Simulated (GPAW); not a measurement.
A run of GPAW 26.7.0 is set up as follows.

Contents of run.py:

```python
from ase.dft.bandgap import bandgap
from ase.io import read, write
from ase.units import GPa
from gpaw import GPAW, PW

atoms = read('POSCAR')

calc = GPAW(mode=PW(800),
            xc='RPBE',
            kpts={'size': (13, 13, 13), 'gamma': True},
            occupations={'name': 'fermi-dirac', 'width': 0.05},
            nbands=11,
            convergence={'density': 1e-05, 'energy': 1e-05},
            maxiter=150,
            txt='gpaw.txt')
atoms.calc = calc
energy = atoms.get_potential_energy()
forces = atoms.get_forces()
stress = atoms.get_stress()
calc.write('gs.gpw')
write('result.traj', atoms)
print(f'Energy: {energy:.6f} eV')
print('Forces (eV/A):')
print(forces.round(4))
print('Stress (GPa):', (stress / GPa).round(3))
print('Fermi level:', round(calc.get_fermi_level(), 4), 'eV')
print(f'Gap: {bandgap(calc)[0]:.4f} eV, direct: {bandgap(calc, direct=True)[0]:.4f} eV')

path = atoms.cell.bandpath('GXWKGLUWLK,UX', npoints=60, eps=1e-4)
bs_calc = calc.fixed_density(kpts=path, symmetry='off', nbands=18,
                             convergence={'bands': 'CBM+6.0', 'eigenstates': 1e-6}, txt='bands.txt')
bs = bs_calc.band_structure()
bs.write('bs.json')
print(f'Gap on the path: {bandgap(bs_calc)[0]:.4f} eV')
```

The input POSCAR:

```
BN
1.0
    0.0000000000      1.8130010000      1.8130010000
    1.8130010000      0.0000000000      1.8130010000
    1.8130010000      1.8130010000      0.0000000000
N B
1 1
Direct
    0.2500000000      0.2500000000      0.2500000000
    0.0000000000      0.0000000000      0.0000000000
```

Potentials or basis: the program's PAW data sets (release 1.2.1) made for this functional, pw.

Launch:

```console
$ OMP_NUM_THREADS=1 python run.py
```

**Question.** What does it give for the band gap along the path?

**Answer.** 4.50 eV, indirect (least direct gap 8.85 eV).

**Question.** Predict the band gap on the k mesh.

**Answer.** 4.57 eV, indirect (least direct gap 8.85 eV).

Levels at the corners of the path, in eV from the valence-band top:
```
point  band 1  band 2  band 3  band 4  band 5  band 6  band 7  band 8
    Γ  -20.19    0.00    0.00    0.00    8.85    8.85    8.85   10.21
    X  -14.68   -8.88   -4.86   -4.86    4.50    9.21   17.91   17.91
    W  -14.38   -7.58   -6.89   -6.43    9.62   13.27   14.54   14.56
    K  -14.60   -8.11   -7.58   -4.04    6.93   12.84   15.82   16.65
    Γ  -20.19    0.00    0.00    0.00    8.85    8.85    8.85   10.21
    L  -16.03  -10.61   -1.92   -1.92   10.03   10.72   10.72   15.27
    U  -14.60   -8.11   -7.58   -4.04    6.93   12.84   15.82   16.65
    W  -14.38   -7.58   -6.89   -6.43    9.62   13.27   14.54   14.56
    L  -16.03  -10.61   -1.92   -1.92   10.03   10.72   10.72   15.27
    K  -14.60   -8.11   -7.58   -4.04    6.93   12.84   15.82   16.65
    U  -14.60   -8.11   -7.58   -4.04    6.93   12.84   15.82   16.65
    X  -14.68   -8.88   -4.86   -4.86    4.50    9.21   17.91   17.91
```

**The experiment to reproduce.**

From a printed reference work, monograph, for a bulk crystal of BN at 300 K: band gap 6.4 eV (indirect).

Against the measured gap of BN, 6.4 eV (indirect; 300 K; a printed reference work, monograph), the calculated 4.50 eV is off by -1.90 eV. The value is that of RPBE, without temperature or zero-point motion. Semilocal functionals fall short of measured gaps as a rule. The cell is a database's relaxed one, not the measured one, which moves gaps too.
